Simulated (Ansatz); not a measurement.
# Sn (Fd-3m) in Ansatz: notebook

One crystal, Sn, is run at these levels: PBE; tasks: single point.

Program: Ansatz 0.2.0. These are calculated values, not measurements. Logs are shortened: lines on timing, memory, paths and dates and some standing lists are left out, and cuts for length are marked.

## (1) The crystal as given

It takes space group Fd-3m (No. 227, cubic). The conventional cell has a = 6.467 Å, b = 6.467 Å, c = 6.467 Å, α = 90.00°, β = 90.00°, γ = 90.00°. Sn (site symmetry -43m) has 4 Sn at 2.80 Å as nearest neighbours.

This isn't the form of Sn at room conditions, which is tetragonal (white tin).

## (2) Single point, PBE

Input file input.yaml:

```yaml
crystal:
  lattice:
    - [0.0, 3.2333428, 3.2333428]
    - [3.2333428, 0.0, 3.2333428]
    - [3.2333428, 3.2333428, 0.0]
  atoms:
    - { symbol: Sn, position: [0.75, 0.75, 0.75] }
    - { symbol: Sn, position: [0.5, 0.5, 0.5] }
kpoints:
  mp_grid: { grid: [4, 4, 4] }
scf:
  occupations: { method: fermi_dirac, width: 0.04 }
hamiltonian:
  xc: pbe
  pseudopotentials: { kind: all_electron, lapw: { basis_error: 0.002 } }
output:
  forces: true
  stress: true
  eigenvalues: true
```

Potentials or basis: all-electron LAPW, scalar-relativistic.

On the command line:

```bash
$ ansatz run input.yaml --threads 1 --pin off --max-ram 3072MiB --backend cpu --events-out ev --progress --plain --runs-dir out
```

Output:

```text
Warning: RAYON_NUM_THREADS=1 ignored (pool sized by the plan → 1); use --threads N
LAPW: plane waves up to 7.893 Å⁻¹, error target 2.0e-3 eV per atom; small_component_spin mean_spin; Sn in spheres of 1.400 Å, 22 of its electrons in bands, Dirac shells [] (how accurate: hamiltonian.pseudopotentials.lapw.basis_error, Limitations)
Engine: ansatz 0.2.0, x86_64-unknown-linux-gnu
Pseudopotentials: kind: all_electron
Pseudopotential: Sn, LAPW, valence charge 22, lapw/all_electron/scalar/gaussian/Sn, Koelling and Harmon's equation, gaussian nucleus
Functional definition: PBE
  parameter kappa = 0.804
  parameter beta = 0.06672455060314922
  exchange = pbe_x(kappa = kappa, mu = beta*pi^2/3)
  correlation = pbe_c(beta = beta)
Crystal: 2 atoms, lattice volume = 67.606 Å³
Basis set: ecut = 237.37586044846194 eV, 537 PW (Γ), exchange–correlation at level 2
Bands: 27, of which v1, the nominal top of the filled ones, is band 22 counted from 1 (21 counted from 0)
Symmetry: 48 space group operations
Space group: Fd-3m (ITA 227), of the structure as read, at distance tolerance 4.1e-5 Å
k-points: 8 of 64
Non-local potential: Sn, projectors of the file, none
Initial density: superposition of atomic densities (chi_scale 0.1, normalization cell)
Initial wavefunctions: plane waves of lowest kinetic energy (no species holds an atomic orbital)
Functional: x = pbe(κ = 0.804, μ = 0.2195149727645171), c = pbe(β = 0.06672455060314922)
iter 1 solved again at ethr=7.80e-4 eV; its pass at ethr=1.00e-1 eV (dr2=3.43e-1 eV) is discarded
SCF iter   1: F=—  HF=-336178.656895 eV  |F-HF|=—  |Δ(HF+E_count)|=         —  Δρ=1.93e-2  dr2=3.45e-1  ethr=7.80e-4  ⟨swp⟩=2.5  Hψ=1385  notcnv=0
preconditioner: auto → LDOS  [insulator: Δε(μ)=0.622 eV  Ē_g=20.889 eV  σ=0.040 eV  W_gap=0.66  n_scr=14 (ndim 8)  ℏωp=23.9 eV  f_vac=0.119  D(μ)=1.09/eV (n_scr^D=8)  ε∞_Penn≈2.3  β→1.0]
iter 2 solved again at ethr=3.49e-5 eV; its pass at ethr=7.80e-4 eV (dr2=1.54e-2 eV) is discarded
SCF iter   2: F=—  HF=-336178.623058 eV  |F-HF|=—  |Δ(HF+E_count)|=   3.38e-2  Δρ=3.71e-3  dr2=1.53e-2  ethr=3.49e-5  ⟨swp⟩=2.0  Hψ=1083  notcnv=0
preconditioner: auto → none  [insulator: Δε(μ)=0.619 eV  Ē_g=21.150 eV  σ=0.040 eV  W_gap=0.57  n_scr=14 (ndim 8)  ℏωp=23.9 eV  f_vac=0.182  D(μ)=0.96/eV (n_scr^D=0)  ε∞_Penn≈2.3  β→0.5]
SCF iter   3: F=—  HF=-336178.613377 eV  |F-HF|=—  |Δ(HF+E_count)|=   9.68e-3  Δρ=1.34e-3  dr2=7.54e-4  ethr=3.49e-5  ⟨swp⟩=3.0  Hψ=673  notcnv=0
SCF iter   4: F=—  HF=-336178.606176 eV  |F-HF|=—  |Δ(HF+E_count)|=         —  Δρ=6.20e-4  dr2=1.55e-4  ethr=1.71e-6  ⟨swp⟩=3.0  Hψ=644  notcnv=0
the basis was enlarged: its passes take 95.0 KiB over the memory plan, 1 of 1 planned eigensolver slots
SCF iter   5: F=—  HF=-336178.606484 eV  |F-HF|=—  |Δ(HF+E_count)|=   3.08e-4  Δρ=6.92e-5  dr2=3.81e-6  ethr=3.53e-7  ⟨swp⟩=3.0  Hψ=644  notcnv=0
SCF iter   6: F=-336178.606491 eV  HF=-336178.606490 eV  |F-HF|=1.98e-7  |Δ(HF+E_count)|=   6.64e-6  Δρ=7.81e-6  dr2=5.59e-8  ethr=8.66e-9  ⟨swp⟩=3.0  Hψ=638  notcnv=0
SCF 1 converged in 6 iterations: F = -336178.606491 eV  dr2 = 5.59e-8
SCF converged after 6 iterations
Free energy (F): -336178.606491 eV
Harris-Foulkes:  -336178.606490 eV  (|F-HF|=1.98e-7)
Internal energy: -336178.601794 eV  (E = F + TS)
E sigma→0 (E₀):  -336178.604142 eV
Entropy (-TS):   -0.004697 eV (-2.348 meV/atom)
Fermi energy:    10.364247 eV
--- Per-component energies (eV) ---
  E_band       = -1552.086830
  E_kinetic    = 353571.543233
  E_xc         = -8996.214604
  E_electrostatic = -680753.930423  (all electrons and nuclei)
  E_smearing   = -0.004697  (= −TS)
  E_closure    = 0.000000  (closes the sum)
  E_atoms      = -336171.220692  (free atoms, spherical and without spin; not in F)
  Σ components = -336178.606491   (vs F -336178.606491, Δ=0.00e0)
  Basis errors (estimates in eV, not in F): energy 8.6e-4 per atom: plane waves 7.9e-4 (4.7e-4 summed), levels above the bands 6.3e-75, relativity 1.2e-7, radial functions 6.6e-5, core shells 4.4e-8; eigenvalues (radial functions only) 7.3e-7; not estimated: angular momenta, meshes, grids; target (lapw.basis_error) 2.0e-3; muffin-tin radii Sn 1.400 Å
--- Forces (eV/Å), atoms counted from 1 ---
  atom   1  Sn    -0.00000000    -0.00000000     0.00000000
  atom   2  Sn    -0.00000000     0.00000000     0.00000000
  max |Σ_I F_I| component: 3.47e-18 eV/Å
--- Stress (GPa, compression-positive) ---
        4.494120       0.000000       0.000000
        0.000000       4.494120       0.000000
        0.000000       0.000000       4.494120
  P = ⅓ Tr σ = 4.4941 GPa (44.941 kbar)
--- Band table (eV; the first three rows and the last of 8) ---
  k-point 0: bands = ["-119.0976", "-119.0944", "-74.8870", "-74.8870", "-74.8870", "-74.8722", "-74.8722", "-74.8722", "-11.3299", "-11.3299", "-11.3299", "-11.2697", "-11.2697", "-10.9506", "-10.9506", "-10.9506", "-10.9409", "-10.9409", "-0.3144", "9.8063", "10.4484", "10.4484", "10.4484", "12.5137", "12.5137", "12.5137", "15.4055"]
  k-point 1: bands = ["-119.0973", "-119.0948", "-74.8875", "-74.8875", "-74.8862", "-74.8730", "-74.8717", "-74.8717", "-11.3563", "-11.3563", "-11.3166", "-11.2287", "-11.2287", "-10.9959", "-10.9959", "-10.9675", "-10.9042", "-10.9042", "0.2798", "6.3242", "9.6830", "9.6830", "10.7443", "13.4234", "13.4234", "14.9227", "16.6599"]
  k-point 2: bands = ["-119.0968", "-119.0952", "-74.8880", "-74.8880", "-74.8852", "-74.8740", "-74.8712", "-74.8712", "-11.3672", "-11.3672", "-11.3025", "-11.2072", "-11.2072", "-11.0120", "-11.0120", "-10.9853", "-10.8925", "-10.8925", "1.3321", "4.0270", "9.2245", "9.2245", "10.3774", "13.5898", "13.5898", "16.0076", "18.9407"]
  k-point 7: bands = ["-119.0960", "-119.0960", "-74.8889", "-74.8889", "-74.8796", "-74.8796", "-74.8703", "-74.8703", "-11.4009", "-11.4009", "-11.1854", "-11.1854", "-11.1128", "-11.1128", "-11.0671", "-11.0671", "-10.8536", "-10.8536", "2.8781", "2.8781", "7.2736", "7.2736", "13.8141", "13.8141", "14.4043", "14.4043", "19.4991"]
```

Wall time 3.3 s (1 thread of Intel Xeon Platinum 8259CL at 2.50GHz (Skylake/Cascade Lake), shared host); peak memory 0.29 GiB.

Results:

```yaml
Free_energy: -336178.6065 eV
Pressure: 4.5 GPa
Band_gap_on_the_k_mesh: none (metal or under the smearing width)
```

Levels at points of the mesh, in eV from the Fermi level:
```tsv
k point	band 19	band 20	band 21	band 22	band 23	band 24	band 25	band 26
(0.00, 0.00, 0.00)	-10.68	-0.56	0.08	0.08	0.08	2.15	2.15	2.15
(0.00, 0.00, -0.50)	-9.03	-6.34	-1.14	-1.14	0.01	3.23	3.23	5.64
(0.00, -0.50, -0.50)	-7.55	-7.55	-2.50	-2.50	0.81	0.81	7.79	7.79
```

Caveat: the k mesh is coarse (spacing up to 0.42 Å⁻¹), so the values aren't converged; the k mesh is thin for a metal, which can move the energy by tens of meV per atom.

## (3) Single point, PBE

Edit input.yaml of step 2 so:

```diff
@@ -9,8 +9,8 @@
 kpoints:
-  mp_grid: { grid: [4, 4, 4] }
+  mp_grid: { grid: [7, 7, 7] }
 scf:
-  occupations: { method: fermi_dirac, width: 0.04 }
+  occupations: { method: gaussian, width: 0.021 }
 hamiltonian:
   xc: pbe
-  pseudopotentials: { kind: all_electron, lapw: { basis_error: 0.002 } }
+  pseudopotentials: { kind: all_electron, lapw: { basis_error: 0.001 } }
 output:
```

Potentials or basis: all-electron LAPW, scalar-relativistic.

On the command line:

```bash
$ ansatz run input.yaml --threads 1 --pin off --max-ram 3072MiB --backend cpu --events-out ev --progress --plain --runs-dir out
```

Output:

```text
Warning: RAYON_NUM_THREADS=1 ignored (pool sized by the plan → 1); use --threads N
LAPW: plane waves up to 8.208 Å⁻¹, error target 1.0e-3 eV per atom; small_component_spin mean_spin; Sn in spheres of 1.400 Å, 22 of its electrons in bands, Dirac shells [] (how accurate: hamiltonian.pseudopotentials.lapw.basis_error, Limitations)
[... 8 set-up lines as earlier in the session ...]
Crystal: 2 atoms, lattice volume = 67.606 Å³
Basis set: ecut = 256.6580284258378 eV, 609 PW (Γ), exchange–correlation at level 2
Bands: 27, of which v1, the nominal top of the filled ones, is band 22 counted from 1 (21 counted from 0)
[... 2 set-up lines as earlier in the session ...]
k-points: 20 of 343
[... 4 set-up lines as earlier in the session ...]
iter 1 solved again at ethr=7.04e-4 eV; its pass at ethr=1.00e-1 eV (dr2=3.10e-1 eV) is discarded
SCF iter   1: F=—  HF=-336178.833464 eV  |F-HF|=—  |Δ(HF+E_count)|=         —  Δρ=1.87e-2  dr2=3.12e-1  ethr=7.04e-4  ⟨swp⟩=2.8  Hψ=3476  notcnv=0
preconditioner: auto → LDOS  [insulator: Δε(μ)=0.347 eV  Ē_g=20.868 eV  σ=0.021 eV  W_gap=0.76  n_scr=14 (ndim 8)  ℏωp=23.9 eV  f_vac=0.119  D(μ)=1.13/eV (n_scr^D=8)  ε∞_Penn≈2.3  β→1.0]
iter 2 solved again at ethr=3.20e-5 eV; its pass at ethr=7.04e-4 eV (dr2=1.41e-2 eV) is discarded
SCF iter   2: F=—  HF=-336178.802858 eV  |F-HF|=—  |Δ(HF+E_count)|=   3.06e-2  Δρ=3.60e-3  dr2=1.40e-2  ethr=3.20e-5  ⟨swp⟩=2.0  Hψ=2713  notcnv=0
preconditioner: auto → none  [insulator: Δε(μ)=0.304 eV  Ē_g=21.143 eV  σ=0.021 eV  W_gap=0.75  n_scr=14 (ndim 8)  ℏωp=23.9 eV  f_vac=0.180  D(μ)=1.00/eV (n_scr^D=0)  ε∞_Penn≈2.3  β→0.5]
SCF iter   3: F=—  HF=-336178.792639 eV  |F-HF|=—  |Δ(HF+E_count)|=   1.02e-2  Δρ=1.33e-3  dr2=7.20e-4  ethr=3.19e-5  ⟨swp⟩=3.0  Hψ=1683  notcnv=0
SCF iter   4: F=—  HF=-336178.786576 eV  |F-HF|=—  |Δ(HF+E_count)|=         —  Δρ=5.60e-4  dr2=1.20e-4  ethr=1.64e-6  ⟨swp⟩=3.0  Hψ=1616  notcnv=0
the basis was enlarged: its passes take 189.0 KiB over the memory plan, 1 of 1 planned eigensolver slots
SCF iter   5: F=—  HF=-336178.786486 eV  |F-HF|=—  |Δ(HF+E_count)|=   8.93e-5  Δρ=9.30e-5  dr2=4.60e-6  ethr=2.73e-7  ⟨swp⟩=3.0  Hψ=1623  notcnv=0
SCF iter   6: F=—  HF=-336178.786485 eV  |F-HF|=—  |Δ(HF+E_count)|=   1.34e-6  Δρ=1.02e-5  dr2=8.89e-8  ethr=1.05e-8  ⟨swp⟩=3.0  Hψ=1589  notcnv=0
SCF iter   7: F=-336178.786485 eV  HF=-336178.786485 eV  |F-HF|=8.73e-10  |Δ(HF+E_count)|=   2.37e-7  Δρ=7.34e-7  dr2=3.47e-10  ethr=2.02e-10  ⟨swp⟩=3.0  Hψ=1584  notcnv=0
SCF 1 converged in 7 iterations: F = -336178.786485 eV  dr2 = 3.47e-10
SCF converged after 7 iterations
Free energy (F): -336178.786485 eV
Harris-Foulkes:  -336178.786485 eV  (|F-HF|=8.73e-10)
Internal energy: -336178.786265 eV  (E = F + TS)
E sigma→0 (E₀):  -336178.786375 eV
Entropy (-TS):   -0.000221 eV (-0.110 meV/atom)
Fermi energy:    10.376003 eV
--- Per-component energies (eV) ---
  E_band       = -1553.950386
  E_kinetic    = 353570.876024
  E_xc         = -8996.109318
  E_electrostatic = -680753.552970  (all electrons and nuclei)
  E_smearing   = -0.000221  (= −TS)
  E_closure    = 0.000000  (closes the sum)
  E_atoms      = -336171.220692  (free atoms, spherical and without spin; not in F)
  Σ components = -336178.786485   (vs F -336178.786485, Δ=0.00e0)
  Basis errors (estimates in eV, not in F): energy 4.2e-4 per atom: plane waves 3.9e-4 (2.3e-4 summed), levels above the bands 0.0e0, relativity 2.8e-8, radial functions 3.1e-5, core shells 4.4e-8; eigenvalues (radial functions only) 3.7e-7; not estimated: angular momenta, meshes, grids; target (lapw.basis_error) 1.0e-3; muffin-tin radii Sn 1.400 Å
--- Forces (eV/Å), atoms counted from 1 ---
  atom   1  Sn    -0.00000000    -0.00000000     0.00000000
  atom   2  Sn    -0.00000000     0.00000000     0.00000000
  max |Σ_I F_I| component: 2.60e-18 eV/Å
--- Stress (GPa, compression-positive) ---
        3.826991      -0.000000      -0.000000
       -0.000000       3.826991      -0.000000
       -0.000000      -0.000000       3.826991
  P = ⅓ Tr σ = 3.8270 GPa (38.270 kbar)
--- Band table (eV; the first three rows and the last of 20) ---
  k-point 0: bands = ["-119.1398", "-119.1366", "-74.9292", "-74.9292", "-74.9292", "-74.9144", "-74.9144", "-74.9144", "-11.3713", "-11.3713", "-11.3713", "-11.3105", "-11.3105", "-10.9919", "-10.9919", "-10.9919", "-10.9822", "-10.9822", "-0.3382", "9.7778", "10.4241", "10.4241", "10.4241", "12.4987", "12.4987", "12.4987", "15.3682"]
  k-point 1: bands = ["-119.1397", "-119.1367", "-74.9294", "-74.9294", "-74.9289", "-74.9147", "-74.9142", "-74.9142", "-11.3849", "-11.3849", "-11.3664", "-11.2911", "-11.2911", "-11.0181", "-11.0181", "-10.9982", "-10.9596", "-10.9596", "-0.1392", "7.9124", "10.0667", "10.0667", "10.9584", "12.9556", "12.9556", "13.4225", "16.2921"]
  k-point 2: bands = ["-119.1394", "-119.1370", "-74.9298", "-74.9298", "-74.9282", "-74.9154", "-74.9138", "-74.9138", "-11.4008", "-11.4008", "-11.3549", "-11.2636", "-11.2636", "-11.0419", "-11.0419", "-11.0128", "-10.9422", "-10.9422", "0.4265", "5.8054", "9.5443", "9.5443", "10.6315", "13.4954", "13.4954", "15.4177", "16.5402"]
  k-point 19: bands = ["-119.1384", "-119.1380", "-74.9312", "-74.9309", "-74.9231", "-74.9205", "-74.9127", "-74.9124", "-11.4465", "-11.4334", "-11.2616", "-11.1917", "-11.1727", "-11.1393", "-11.1335", "-11.0789", "-10.9039", "-10.8911", "2.3989", "3.3016", "6.9637", "7.7839", "12.5622", "14.2922", "14.9049", "14.9099", "18.1136"]
```

It took 7.5 s on 1 thread of Intel Xeon Platinum 8259CL at 2.50GHz (Skylake/Cascade Lake), shared host; peak memory 0.34 GiB.

Results:

| Property | Result |
| --- | --- |
| Free energy | -336178.7865 eV |
| Pressure | 3.8 GPa |
| Band gap on the k mesh | none (metal or under the smearing width) |

Levels at points of the mesh, in eV from the Fermi level:
```tsv
k point	band 20	band 21	band 22	band 23	band 24	band 25
(0.00, 0.00, 0.00)	-0.60	0.05	0.05	0.05	2.12	2.12
```

## (4) Single point, PBE

Edit input.yaml of step 3 so:

```diff
@@ -11,3 +11,3 @@
 scf:
-  occupations: { method: gaussian, width: 0.021 }
+  occupations: { method: gaussian, width: 0.026 }
 hamiltonian:
```

On the command line:

```bash
$ ansatz run input.yaml --threads 1 --pin off --max-ram 3072MiB --backend cpu --events-out ev --progress --plain --runs-dir out
```

Run time: 7 s. Hardware: 1 thread of Intel Xeon Platinum 8259CL at 2.50GHz (Skylake/Cascade Lake), shared host; peak memory 0.31 GiB.

Results (log left out):

```yaml
Free_energy: -336178.7865 eV
Pressure: 3.8 GPa
Band_gap_on_the_k_mesh: none (metal or under the smearing width)
```

Levels at points of the mesh, in eV from the Fermi level:
```csv
k point,band 20,band 21,band 22,band 23,band 24,band 25
"(0.00, 0.00, 0.00)",-0.60,0.05,0.05,0.05,2.13,2.13
```

## (5) Summary

| k mesh | cutoff (eV) | smearing | basis error allowed | mesh quality | gap on the mesh (eV) | pressure (GPa) |
| --- | --- | --- | --- | --- | --- | --- |
| 4 × 4 × 4 | 237 | fermi-dirac 0.04 eV | 0.002 eV/atom | coarse | none | 4.5 |
| 7 × 7 × 7 | 257 | gaussian 0.021 eV | 0.001 eV/atom | not flagged | none | 3.8 |
| 7 × 7 × 7 | 257 | gaussian 0.026 eV | 0.001 eV/atom | not flagged | none | 3.8 |

Alike in all rows: task single point; level PBE; potentials or basis all-electron LAPW, scalar-relativistic; no spin polarisation; cell as given.

Caveats: some runs use coarse meshes; the k mesh is thin for a metal, which can move the energy by tens of meV per atom (some runs).

Compare energies only between runs with the same functional and basis.
